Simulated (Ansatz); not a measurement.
BaSnO₃:
```yaml
crystal:
  lattice:
    - [4.13130, 0.00000, 0.00000]
    - [0.00000, 4.13130, 0.00000]
    - [0.00000, 0.00000, 4.13130]
  atoms:
    - { symbol: Ba, position: [0.00000, 0.00000, 0.00000] }
    - { symbol: Sn, position: [0.50000, 0.50000, 0.50000] }
    - { symbol: O, position: [0.00000, 0.50000, 0.50000] }
    - { symbol: O, position: [0.50000, 0.50000, 0.00000] }
    - { symbol: O, position: [0.50000, 0.00000, 0.50000] }
```

Tensor components refer to the Cartesian frame of this cell.

Question: Give the high-frequency dielectric tensor and the Born effective charge tensors of the independent atoms from DFPT, plane-wave PAW r²SCAN (Ansatz code).

Answer: 
ε∞:
```
4.35  0.00  0.00
0.00  4.35  0.00
0.00  0.00  4.35
```
Z* of atom 1 (Ba), rows: field, columns: displacement, in e:
```
2.74  0.00  0.00
0.00  2.74  0.00
0.00  0.00  2.74
```
Z* of atom 2 (Sn), rows: field, columns: displacement, in e:
```
4.44  0.00  0.00
0.00  4.44  0.00
0.00  0.00  4.44
```
Z* of atom 3 (O), rows: field, columns: displacement, in e:
```
-3.35   0.00   0.00
 0.00  -1.92   0.00
 0.00   0.00  -1.92
```

Static charges for comparison (Bader): Ba1 +1.58, Sn2 +2.59, O3 -1.39 e. Born charges measure polarisation by displacement and can exceed these by far.

Space group Pm-3m (cubic perovskite). The cell was relaxed with r²SCAN under the symmetry of its start; phonons on a q-mesh show no instability. Spin–orbit coupling is left out wherever it is not named.

Potentials: the later of the program's two PAW sets.
